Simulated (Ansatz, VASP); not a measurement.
## GaO: VASP beside Ansatz

File INCAR:

```
PREC = Accurate
ENCUT = 600
EDIFF = 1E-6
ISMEAR = 0
SIGMA = 0.1
LREAL = False
LASPH = True
NELM = 100
ALGO = Normal
ISIF = 3
LWAVE = False
LCHARG = False
GGA = PE
IBRION = 2
NSW = 90
EDIFFG = -0.04
```

The input KPOINTS:

```
Automatic mesh
0
Gamma
  6 6 6
```

Contents of POSCAR:

```
GaO
1.0
    0.0000000000      2.3658612800      2.3658612800
    2.3658612800      0.0000000000      2.3658612800
    2.3658612800      2.3658612800      0.0000000000
Ga O
1 1
Direct
    0.0000000000      0.0000000000      0.0000000000
    0.7500000000      0.7500000000      0.7500000000
```

Input for Ansatz:

```yaml
crystal:
  lattice:
    - [0.0, 2.36586128, 2.36586128]
    - [2.36586128, 0.0, 2.36586128]
    - [2.36586128, 2.36586128, 0.0]
  atoms:
    - { symbol: Ga, position: [0.0, 0.0, 0.0] }
    - { symbol: O, position: [0.75, 0.75, 0.75] }
basis:
  ecutwfc: 420
kpoints:
  mp_grid: { grid: [6, 6, 6] }
hamiltonian:
  xc: pbe
scf:
  occupations: { method: gaussian, width: 0.1 }
  lower_state_search: "off"
output:
  forces: true
  stress: true
  eigenvalues: true
relax:
  adjacent_minimum: "off"
  f_tol: 0.04
  max_steps: 70
  cell: { stress_tol: 0.4 }
```

Change from the starting cell: species swapped into the CuCl type (F-43m, No. 216).

Alike in both runs: task relaxation of cell and atoms; functional PBE; k mesh 6 × 6 × 6; occupations gaussian, width 0.1 eV; no spin polarisation.

|  | VASP | Ansatz |
| --- | --- | --- |
| version | VASP 6.6.1 | Ansatz 0.2.0 |
| potentials or method | VASP PAW PBE potentials, release 64 (Ga_d, O) | scalar-relativistic, plane waves, PAW |
| plane-wave cutoff (eV) | 600 | 420 |
| valence electrons in the cell | 19 | 19 |

|  | VASP | Ansatz | Ansatz less VASP |
| --- | --- | --- | --- |
| gap on the k mesh at the Fermi level, each at its own relaxed structure (eV) | none | none | - |
| relaxed volume (Å³/atom) | 14.40 | 14.36 | -0.035 |
| relaxed cell length with the largest relative difference (Å) | 3.440 | 3.438 | -0.0028 |
| energy change over the relaxation (meV/atom) | -29 | -26 | +2.8 |

A gap of «none» marks a metal or a gap that the smearing closes.

Caveats: the k mesh is coarse (spacing up to 0.38 Å⁻¹), so the values aren't converged; an odd number of electrons without spin polarisation forces a metal; a magnetic or distorted state may lie lower.
